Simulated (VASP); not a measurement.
## SnSe: relaxation of cell and atoms with r2SCAN

SnSe:

```xyz
2
Lattice="0.0000 3.0100 3.0100 3.0100 0.0000 3.0100 3.0100 3.0100 0.0000" Properties=species:S:1:pos:R:3 pbc="T T T"
Sn    0.0000    0.0000    0.0000
Se    3.0100    3.0100    3.0100
```

The cell was built by a generator and needn't be a form met in nature.

| Item | Value |
| --- | --- |
| Program | VASP 6.6.1 |
| Task | relaxation of cell and atoms |
| Functional | r2SCAN |
| Potentials or basis | VASP PAW PBE potentials, release 64 (Sn_d, Se) |
| Cutoff | 600 eV |
| k mesh | 10 × 10 × 10 |
| Occupations | gaussian, width 0.03 eV |
| Spin | no spin polarisation |
| Further INCAR settings | ALGO = Normal; EDIFF = 1e-07; IBRION = 2; EDIFFG = -0.005; NSW = 90; ISIF = 3 |

| Quantity | Value |
| --- | --- |
| Pressure after relaxing | 0.0 GPa |
| Band gap on the k mesh | 0.45 eV, direct |

Final structure:
```xyz
2
Lattice="0.0000 3.0100 3.0100 3.0100 0.0000 3.0100 3.0100 3.0100 0.0000" Properties=species:S:1:pos:R:3 pbc="T T T"
Sn    0.0000    0.0000    0.0000
Se    3.0100    3.0100    3.0100
```

Levels at points of the mesh, in eV from the valence-band top:
| k point | band 8 | band 9 | band 10 | band 11 | band 12 | band 13 |
| --- | --- | --- | --- | --- | --- | --- |
| (0.00, 0.00, 0.00) | -2.64 | -2.64 | -2.64 | 4.36 | 4.36 | 4.36 |
| (0.50, 0.00, 0.00) | -2.37 | -2.37 | 0.00 | 0.45 | 1.13 | 1.13 |
| (0.50, 0.50, 0.00) | -5.95 | -4.10 | -4.10 | 3.11 | 5.46 | 5.46 |

Run time: 2.7 min on 1 thread of AMD EPYC 9R45 96-Core Processor (Zen 5), with other jobs on the host, peak memory 0.21 GiB.

Caveat: the relaxation stopped at its first step, so nothing moved; the PAW data sets were made with another functional, which shifts forces and pressure a little; spin-orbit coupling is left out, which moves the levels of the heavy elements. A k mesh can miss the band edges.
